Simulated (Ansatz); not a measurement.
# Stack of 1T-HfO2 under 2H-MoS2, upper layer turned by 180° in a perpendicular field

What dipole does a perpendicular field induce in the stack of 1T-HfO2 under 2H-MoS2, upper layer turned by 180°, and does the gap follow? A positive field points along +c.

Calculated with Ansatz 0.2.0; plane-wave DFT, PBE-D4, Ansatz PAW, in the first sound run; inputs show where later runs differ.

Report form: the programs' logs are mostly left out.

**1. The structure**

The cell holds 6 atoms: 2 O, 1 Hf, 2 S and 1 Mo. Its edges and angles: a = 3.210 Å, b = 3.210 Å, c = 26.731 Å, α = 90.0°, β = 90.0°, γ = 120.0°. Regions: layer 1: 1T-HfO2, 3 atoms (2 O and 1 Hf); layer 2: 2H-MoS2, 3 atoms (2 S and 1 Mo). Vacuum lies along c.

**2. Relaxation**

The starting cell is a guess, so the in-plane lattice and the atoms are relaxed first, with the slab cut off from its images along the normal. The program lengthens the vector along the normal by itself, so c and the volume that it reports differ from the typed ones.

input.yaml

```yaml
crystal:
  lattice:
    - [3.21, 0.0, 0.0]
    - [-1.605, 2.7799415461, 0.0]
    - [0.0, 0.0, 26.7311886139]
  atoms:
    - { symbol: O, position: [0.6666666667, 0.3333333333, 0.3366853652] }
    - { symbol: Hf, position: [0.0, 0.0, 0.383794959] }
    - { symbol: O, position: [0.3333333333, 0.6666666667, 0.4309045528] }
    - { symbol: S, position: [0.0, 0.0, 0.5412625336] }
    - { symbol: Mo, position: [0.3333333333, 0.6666666667, 0.6022885842] }
    - { symbol: S, position: [0.0, 0.0, 0.6633146348] }
  periodic: [true, true, false]
kpoints:
  mp_grid: { grid: [12, 12, 1] }
hamiltonian:
  xc: pbe
  dispersion: d4
scf:
  occupations: { method: fermi_dirac, width: 0.05 }
  convergence: { dr2_threshold: 1.0e-09 }
relax:
  f_tol: 0.004
  max_steps: 90
  cell: {}
output:
  write_potential: true
  write_density: true
  volumetric_format: npy
```

Command:

```
ansatz run input.yaml --threads 4 --pin off --max-ram 6144MiB --backend cpu --events-out ev --progress --plain --runs-dir out
```

Wall time 91 s (4 threads of Arm Neoverse V1, shared host); peak memory 0.83 GiB; 5.9 min of CPU time.

Relaxation path:

| step | energy less that of the first step (eV) | largest force component (eV/Å) | volume (Å³) |
| --- | --- | --- | --- |
| 1 | 0.0000 | 4.0247 | 368.21 |
| 2 | -1.1981 | 1.2966 | 366.42 |
| 3 | -1.3077 | 0.3776 | 363.98 |
| 4 | -1.3220 | 0.0832 | 368.03 |
| 5 | -1.3236 | 0.0361 | 367.79 |
| 6 | -1.3246 | 0.0188 | 367.10 |
| 7 | -1.3245 | 0.0042 | 367.44 |
| 8 | -1.3245 | 0.0003 | 367.39 |
| 9* | -1.3242 | 0.0003 | 367.39 |

Relaxation steps marked * repeat the geometry before them on a plane-wave basis chosen anew for their cell, so energy and pressure can jump there.

Forces are held to the 6 operations that the run works with; a distortion that breaks them can't arise in this run.

```csv
cell as run,before,after,change
a (Å),3.210,3.206,-0.1 %
b (Å),3.210,3.206,-0.1 %
```

The atoms that moved most (Å, along periodic axes as changes of fractional coordinates times the final cell, across vacuum about the mean position):

```csv
atom,dx,dy,dz,length
O1,0.000,0.000,0.501,0.501
S6,0.000,0.000,-0.311,0.311
Hf2,0.000,0.000,0.230,0.230
Mo5,0.000,0.000,-0.229,0.229
S4,0.000,0.000,-0.143,0.143
O3,0.000,0.000,-0.048,0.048
```

The relaxed structure:

```xyz
6
Lattice="3.2064 0.0000 0.0000 -1.6032 2.7769 0.0000 0.0000 0.0000 41.2624" Properties=species:S:1:pos:R:3
O     1.6032    0.9256    9.5006
Hf    0.0000    0.0000   10.4890
O     0.0000    1.8512   11.4710
S     0.0000    0.0000   14.3259
Mo    0.0000    1.8512   15.8712
S     0.0000    0.0000   17.4199
```

The lattice constant a goes from 3.210 to 3.206 Å.

**3. Atoms held, field 0**

A sawtooth potential applies the field, turning back in the middle of the vacuum. With the dipole correction the typed value is the field outside the slab. The induced dipole is small, so the SCF threshold is tight.

The cell differs from the one that the last finished run ended in (c 41.262 → 25.919 Å).

input.yaml

```yaml
crystal:
  lattice:
    - [3.2064426997, 0.0, 0.0]
    - [-1.6032213499, 2.7768608338, 0.0]
    - [0.0, 0.0, 25.9192405743]
  atoms:
    - { symbol: O, position: [0.6666666667, 0.3333333333, 0.3472323957] }
    - { symbol: Hf, position: [0.0, 0.0, 0.3853655831] }
    - { symbol: O, position: [0.3333333333, 0.6666666667, 0.4232521913] }
    - { symbol: S, position: [0.0, 0.0, 0.5333981598] }
    - { symbol: Mo, position: [0.3333333333, 0.6666666667, 0.5930161186] }
    - { symbol: S, position: [0.0, 0.0, 0.6527676043] }
kpoints:
  mp_grid: { grid: [18, 18, 1] }
  band_path:
    path: [[0, 0, 0], [0.5, 0, 0], [0.33333333, 0.33333333, 0], [0, 0, 0]]
    npoints: 16
hamiltonian:
  xc: pbe
  dispersion: d4
scf:
  occupations: { method: fermi_dirac, width: 0.05 }
  convergence: { dr2_threshold: 1.0e-10 }
efield:
  axis: 3
  dipole_correction: true
  ramp_position: 0.97
  ramp_width: 0.06
  amplitude: 0
output:
  dos: { projected: true, e_range: [-6, 5] }
  bader: true
  write_potential: true
  write_density: true
  volumetric_format: npy
  elf: true
```

Run time: 29 s. Hardware: 4 threads; peak memory 0.76 GiB; 1.9 min of CPU time.

This step gave:

```
dipole along the normal            : 0.005251 e·Å
gap along the path                 : 1.386 eV
smallest direct gap along the path : 1.588 eV
step between the vacuum levels     : -0.1067 eV
ionisation energy, upper face      : 5.812 eV
electron affinity, upper face      : 4.427 eV
ionisation energy, lower face      : 5.919 eV
gap, the smaller of path and mesh  : 1.386 eV
```

Running mean over a fixed 2.7 Å (it still follows the layers) of the planar mean; the ramp of the sawtooth is left out. The electron's electrostatic potential energy less the Fermi level by z:

```
z (Å)  electron's electrostatic potential energy less the Fermi level (eV)
  3.5                                                                 5.21
  4.0                                                                 5.21
  4.5                                                                 5.21
  5.0                                                                 5.21
  5.5                                                                 5.21
  6.0                                                                 5.20
  6.5                                                                 5.16
  7.0                                                                 4.92
  7.5                                                                 3.58
  8.0                                                                0.783
  8.5                                                                -2.66
  9.0                                                                -6.19
  9.5                                                                -9.34
 10.0                                                                -10.8
 10.5                                                                -9.22
 11.0                                                                -6.12
 11.5                                                                -2.82
 12.0                                                               -0.466
 12.5                                                               0.0194
 13.0                                                                -1.15
 13.5                                                                -3.43
 14.0                                                                -7.23
 14.5                                                                -10.6
 15.0                                                                -11.4
 15.5                                                                -11.3
 16.0                                                                -11.3
 16.5                                                                -9.12
 17.0                                                                -5.10
 17.5                                                                -2.01
 18.0                                                                0.297
 18.5                                                                 2.73
 19.0                                                                 4.48
 19.5                                                                 4.97
 20.0                                                                 5.08
 20.5                                                                 5.10
 21.0                                                                 5.10
 21.5                                                                 5.10
 22.0                                                                 5.10
 22.5                                                                 5.10
```

The density of states has structure finer than the step of the table below, so its rows give means over 0.25 eV, whole bins alone (the curve runs from -6 to 2.66 eV). Peaks (eV: height): -5.610: 19.4, -4.290: 11.4, -4.070: 9.05, -3.820: 11.9, -3.220: 8.88, 1.280: 17.1, 1.580: 14.6.

Table of density of states by energy, zero at the Fermi level of the run, which the smearing sets inside the gap; means over each step:

```
energy (eV)  density of states (states/eV a cell)
      -5.75                                  5.77
      -5.50                                  7.64
      -5.25                                  2.06
      -5.00                                  4.74
      -4.75                                  5.13
      -4.50                                  3.12
      -4.25                                  6.78
      -4.00                                  7.80
      -3.75                                  7.57
      -3.50                                  3.61
      -3.25                                  5.04
      -3.00                                  5.36
      -2.75                                  4.78
      -2.50                                  3.29
      -2.25                                  2.31
      -2.00                                  1.91
      -1.75                                  3.37
      -1.50                                  2.88
      -1.25                                  1.80
      -1.00                                 0.950
      -0.75                                 0.397
      -0.50                                     0
      -0.25                                     0
       0.00                                     0
       0.25                                     0
       0.50                                     0
       0.75                                 0.261
       1.00                                 0.666
       1.25                                  5.67
       1.50                                  4.64
       1.75                                  4.97
       2.00                                  2.96
       2.25                                  5.34
       2.50                                  5.26
```

Projected DOS per atom over height of the atomic layer and energy from the Fermi level. Layers: O Hf O S Mo S from below.

Ten even steps from '_' (0.00 states/eV) to '@' (3.18 states/eV), each cell a mean:
```
__%%__..--..
__::__..==..
______::@@::
______..%%::
________..__
____________
____________
____________
____________
________::__
______..**..
______::..::
______--__--
..__..--::==
++__++..::..
::__::..::..
++..++------
++..++::::--
::__..------
..__::......
==::==......
--::--::----
```
Columns: height of the atomic layer (Å) from 9 to 16.9 (not evenly spaced); rows upwards: energy from the Fermi level (eV) from -5.96 to 2.59.

Electronic bands along the path, in eV, zero at the Fermi level of the run, which the smearing sets inside the gap:

| point | band 29 | band 30 | band 31 | band 32 | band 33 | band 34 | band 35 | band 36 |
| --- | --- | --- | --- | --- | --- | --- | --- | --- |
| Γ | -2.46 | -2.46 | -2.32 | -0.71 | 1.83 | 1.83 | 2.12 | 2.12 |
| halfway | -2.85 | -2.76 | -2.09 | -1.54 | 1.38 | 1.46 | 2.01 | 2.31 |
| M | -3.22 | -2.63 | -1.93 | -1.49 | 1.28 | 1.80 | 2.08 | 3.00 |
| halfway | -3.33 | -3.19 | -2.65 | -1.22 | 1.16 | 2.05 | 2.44 | 2.66 |
| K | -3.56 | -3.47 | -2.91 | -0.91 | 0.68 | 2.26 | 2.32 | 2.78 |
| halfway | -2.91 | -2.75 | -1.87 | -1.64 | 1.12 | 1.59 | 1.79 | 2.81 |
| Γ | -2.46 | -2.46 | -2.32 | -0.71 | 1.83 | 1.83 | 2.12 | 2.12 |

Electrostatic potential energy in the ca plane at fractional y = 1.000, with atoms of Hf and S within 0.2 Å of it. With pseudopotentials it is smooth inside the atoms' cores, unlike the true potential.

Values in eV, 5 rows by 16 columns, each cell a mean:
```
  7   7   7   6  -5 -35 -21   4  -2 -32  -9  -3 -31 -10   7   7
  7   7   7   7   2 -11  -3   5   5  -3  -4  -5  -3   3   7   7
  7   7   7   7   4  -1   1   6   6   4  -6 -10   3   6   7   7
  7   7   7   6   0 -19  -8   5   4 -12  -4  -3 -11   0   7   7
  7   7   7   6  -7 -36 -24   3  -4 -33 -12  -3 -32 -13   7   7
```
Columns run along c (16.0 Å, from fractional 0.17 to 0.79 of the cell; values clipped at the 3rd and 97th percentile), rows up along a (3.2 Å). Atoms in or near the plane, at fractional coordinates: Hf at (0.39, 0.00), S at (0.53, 0.00), S at (0.65, 0.00).

ELF in the ca plane at fractional y = 1.000, with atoms of Hf and S within 0.2 Å of it. It is the smooth field of the valence electrons, not physical close to the nuclei.

Values, 5 rows by 16 columns, each cell a mean:
```
0.00 0.00 0.00 0.00 0.00 0.00 0.02 0.14 0.75 0.42 0.05 0.76 0.59 0.56 0.43 0.56
0.00 0.00 0.00 0.00 0.00 0.01 0.13 0.39 0.23 0.30 0.21 0.32 0.64 0.34 0.26 0.62
0.00 0.00 0.00 0.00 0.00 0.01 0.21 0.62 0.22 0.51 0.33 0.06 0.24 0.20 0.24 0.24
0.00 0.00 0.00 0.00 0.00 0.00 0.09 0.26 0.36 0.26 0.14 0.48 0.76 0.44 0.31 0.75
0.00 0.00 0.00 0.00 0.00 0.00 0.01 0.15 0.80 0.49 0.05 0.82 0.42 0.56 0.44 0.39
```
Columns run along c (16.0 Å, from fractional 0.06 to 0.67 of the cell), rows up along a (3.2 Å). Atoms in or near the plane, at fractional coordinates: Hf at (0.39, 0.00), S at (0.53, 0.00), S at (0.65, 0.00).

Valence density in the ca plane at fractional y = 1.000, with atoms of Hf and S within 0.2 Å of it. It is the smooth field of the valence electrons, not physical close to the nuclei.

Ten steps, logarithmic in the rise over the least value, from '0' (0 e/Å³) to '9' (27 e/Å³), each cell a mean:
```
00000000000000000000037997300001332332112332
00000000000000000000014664100001223321112233
00000000000000000000111221110000011211221121
00000000000000000000121111210000001112221110
00000000000000000000111111110000011112221111
00000000000000000000112332110000122221112222
00000000000000000000025775200001233332112333
00000000000000000000037997300001331232112322
```
Columns run along c (16.0 Å, from fractional 0.06 to 0.67 of the cell), rows up along a (3.2 Å). Atoms in or near the plane, at fractional coordinates: Hf at (0.39, 0.00), S at (0.53, 0.00), S at (0.65, 0.00).

The gap is 1.39 eV, with the valence edge 5.81 eV and the conduction edge 4.43 eV under the upper vacuum level. Spin-orbit coupling, left out in this run, matters for the bands of elements this heavy.

**4. Single point, field 0.1 V/Å**

Edit input.yaml of step 3 so:

```diff
@@ -28,6 +28,4 @@
   ramp_width: 0.06
-  amplitude: 0
+  amplitude: 0.1
 output:
-  dos: { projected: true, e_range: [-6, 5] }
-  bader: true
   write_potential: true
@@ -35,2 +33 @@
   volumetric_format: npy
-  elf: true
```

It took 21 s on 4 threads; peak memory 0.75 GiB.

The dipole is 0.0449 e·Å, 0.0396 e·Å from its value without field, and the gap 1.388 eV.

**5. Atoms held, field -0.1 V/Å**

Edit input.yaml of step 4 so:

```diff
@@ -28,3 +28,3 @@
   ramp_width: 0.06
-  amplitude: 0.1
+  amplitude: -0.1
 output:
```

Run time: 20 s. Hardware: 4 threads; peak memory 0.75 GiB.

The dipole is -0.0344 e·Å, -0.0396 e·Å from its value without field, and the gap 1.383 eV.

**6. Single point, field 0.2 V/Å**

Edit input.yaml of step 5 so:

```diff
@@ -28,3 +28,3 @@
   ramp_width: 0.06
-  amplitude: -0.1
+  amplitude: 0.2
 output:
```

It took 21 s on 4 threads; peak memory 0.74 GiB.

The dipole is 0.0845 e·Å, 0.0792 e·Å from its value without field, and the gap 1.390 eV.

**7. Atoms held, field -0.2 V/Å**

Edit input.yaml of step 6 so:

```diff
@@ -28,3 +28,3 @@
   ramp_width: 0.06
-  amplitude: 0.2
+  amplitude: -0.2
 output:
```

Elapsed: 22 s, on 4 threads; peak memory 0.75 GiB; 86 s of CPU time.

The dipole is -0.0740 e·Å, -0.0793 e·Å from its value without field, and the gap 1.379 eV.

**8. Single point, field 0.35 V/Å**

Edit input.yaml of step 7 so:

```diff
@@ -28,4 +28,6 @@
   ramp_width: 0.06
-  amplitude: -0.2
+  amplitude: 0.35
 output:
+  dos: { projected: true, e_range: [-6, 5] }
+  bader: true
   write_potential: true
@@ -33 +35,2 @@
   volumetric_format: npy
+  elf: true
```

It took 31 s on 4 threads; peak memory 0.74 GiB; 2.1 min of CPU time.

The dipole is 0.144 e·Å, 0.139 e·Å from its value without field, and the gap 1.392 eV.

**9. Response, atoms held**

This step: plane-wave DFT, PBE-D4, Ansatz PAW; response to a field along the normal, atoms held (Ansatz 0.2.0).

The dipoles give the slope, and the difference of two potentials shows where the field is screened.

Numbers from this step:

```
equivalent conductor thickness p/(ε₀AE) : 8.053 Å
distance between the outer atoms        : 7.919 Å
```

Table of dipole of the cell by applied field:

```
applied field (V/Å)  dipole of the cell (e·Å)
             -0.200                   -0.0740
             -0.100                   -0.0344
              0.000                   0.00525
              0.100                    0.0449
              0.200                    0.0845
              0.350                     0.144
```

Local field over the applied field, running mean. From the potentials at -0.1 and 0.1 V/Å; running mean over 2.5 Å. Table of local field over applied field by z:

```csv
z (Å),local field over applied field
4.5,1.000
5.0,0.999
5.5,0.998
6.0,0.991
6.5,0.972
7.0,0.917
7.5,0.807
8.0,0.660
8.5,0.496
9.0,0.341
9.5,0.225
10.0,0.188
10.5,0.218
11.0,0.304
11.5,0.392
12.0,0.432
12.5,0.414
13.0,0.346
13.5,0.234
14.0,0.131
14.5,0.0724
15.0,0.0467
15.5,0.0404
16.0,0.0586
16.5,0.101
17.0,0.197
17.5,0.349
18.0,0.526
18.5,0.697
19.0,0.844
19.5,0.935
20.0,0.976
20.5,0.992
21.0,0.997
21.5,0.999
```

Electrons, planar mean, per unit field. Induced electron density against z:

```csv
z (Å),induced electron density (e/Å³ per V/Å)
4.5,5.4e-7
5.0,2.1e-6
5.5,8.3e-6
6.0,3.2e-5
6.5,1.1e-4
7.0,3.8e-4
7.5,0.00114
8.0,0.00277
8.5,0.00329
9.0,0.00127
9.5,6.3e-4
10.0,3.1e-6
10.5,-7.1e-4
11.0,-0.00110
11.5,-0.00256
12.0,-0.00114
12.5,0.00157
13.0,0.00289
13.5,0.00123
14.0,9.7e-4
14.5,-9.6e-5
15.0,-3.0e-4
15.5,8.0e-5
16.0,4.5e-4
16.5,-6.4e-4
17.0,-9.1e-4
17.5,-0.00248
18.0,-0.00353
18.5,-0.00204
19.0,-8.4e-4
19.5,-3.1e-4
20.0,-1.1e-4
20.5,-3.6e-5
21.0,-1.1e-5
21.5,-3.6e-6
```

The smaller of the gaps on the path and on the k-mesh, counted as 0 under 0.03 eV. Gap against applied field:

```csv
applied field (V/Å),gap (eV)
-0.200,1.38
-0.100,1.38
0.000,1.39
0.100,1.39
0.200,1.39
0.350,1.39
```

By hand: between -0.1 and 0.1 V/Å the dipole changes by 0.07925 e·Å, a slope of 0.3962 e·Å²/V. A perfect conductor of thickness t has p = ε₀AEt, so t = 180.95 × 0.3962 / 8.904 = 8.05 Å (e/ε₀ = 180.95 V·Å, A in Å²).

The induced dipole is that of a conductor 8.05 Å thick.

(Part 1 of 2 ends here.)

[Logs are printed without paths, hosts, clocks, repeated set-up lines and the standing remarks that a program may print on its own settings, such as how far it seeks lower states.]

[Hosts, paths, dates, database ids (printed as entryN), source tags and the programs' standing remarks are cut or masked in the printed files.]

[Maps of the electrostatic potential energy from Ansatz leave out the sawtooth potential of an applied field or a dipole correction, so their vacuum need not be flat; planar profiles and work functions include it.]

[The density of states shown here was stored with 400 of the rows of the run's finer table, so its peaks can read low, often by over a quarter, or be missed, and its means over a window can be off by a tenth or more.]
